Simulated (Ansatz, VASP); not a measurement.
# Two plane-wave programs on Al2Cu

File INCAR:

```
PREC     = Accurate       # precision mode
ENCUT    = 520            # plane-wave cutoff, eV
EDIFF    = 1E-6           # SCF threshold, eV
ISMEAR   = 0              # smearing method
SIGMA    = 0.15           # smearing width, eV
LREAL    = False          # projectors in reciprocal space
LASPH    = True           # aspherical terms in the spheres
NELM     = 100            # most SCF steps
ALGO     = Fast           # electronic algorithm
ISIF     = 2              # what is computed and relaxed
LWAVE    = False          # write WAVECAR
LCHARG   = False          # write CHGCAR
GGA      = PS             # functional
NBANDS   = 16             # bands
```

File KPOINTS:

```
Automatic mesh
0
Gamma
  10 10 14
```

The input POSCAR:

```
Al2Cu
1.0
    4.0842078946      0.0000000000      0.0000000000
    0.0000000000      4.0842078946      0.0000000000
    0.0000000000      0.0000000000      2.8458943809
Al Cu
2 1
Direct
    0.5074638706      0.0000000000      0.5000000000
   -0.1089562558      0.5000000000      0.5000000000
    0.0430935180      0.0000000000      0.0000000000
```

Input for Ansatz:

```yaml
crystal:
  lattice:
    - [4.0842078946, 0.0, 0.0]
    - [0.0, 4.0842078946, 0.0]
    - [0.0, 0.0, 2.8458943809]
  atoms:
    - { symbol: Al, position: [0.5074638706, 0.0, 0.5] }
    - { symbol: Al, position: [-0.1089562558, 0.5, 0.5] }
    - { symbol: Cu, position: [0.043093518, 0.0, 0.0] }
basis:
  ecutwfc: 520.0
kpoints:
  mp_grid: { grid: [10, 10, 14] }
hamiltonian:
  xc: pbesol
  pseudopotentials: { kind: paw, azcp: { folder: soft_1 } }
scf:
  occupations: { method: gaussian, width: 0.15 }
output:
  forces: true
  stress: true
  eigenvalues: true
```

Change from the starting cell: mode 4 frozen in at -0.445 Å and mode 9 at +0.000 Å (largest displacements).

Alike in both runs: task single point; functional PBEsol; k mesh 10 × 10 × 14; occupations gaussian, width 0.15 eV; no spin polarisation.

|  | VASP | Ansatz |
| --- | --- | --- |
| version | VASP 6.6.1 | Ansatz 0.2.0 |
| potentials or method | VASP PAW PBE potentials, release 64 (Al, Cu) | scalar-relativistic, plane waves, PAW |
| plane-wave cutoff (eV) | 520 | 520 |
| valence electrons in the cell | 17 | 25 |

|  | VASP | Ansatz | Ansatz less VASP |
| --- | --- | --- | --- |
| gap on the k mesh at the Fermi level (eV) | none | none | - |
| pressure (GPa) | 3.3 | 2.9 | -0.41 |
| largest component of the traceless stress (GPa) | 3.45 | 3.46 | +0.009 |
| rms of the force components (eV/Å) | 0.558 | 0.562 | +0.0043 |

Atom by atom the forces differ by 0.004 eV/Å (rms over components). A gap of «none» marks a metal or a gap that the smearing closes. With one functional, cell and mesh, what is left measures potentials, basis and numerics. The two sets of potentials don't hold the same shells in valence. Ansatz warned: «pseudo_functional_mismatch».

Caveats: the PAW data sets were made with another functional, which shifts forces and pressure a little (VASP).
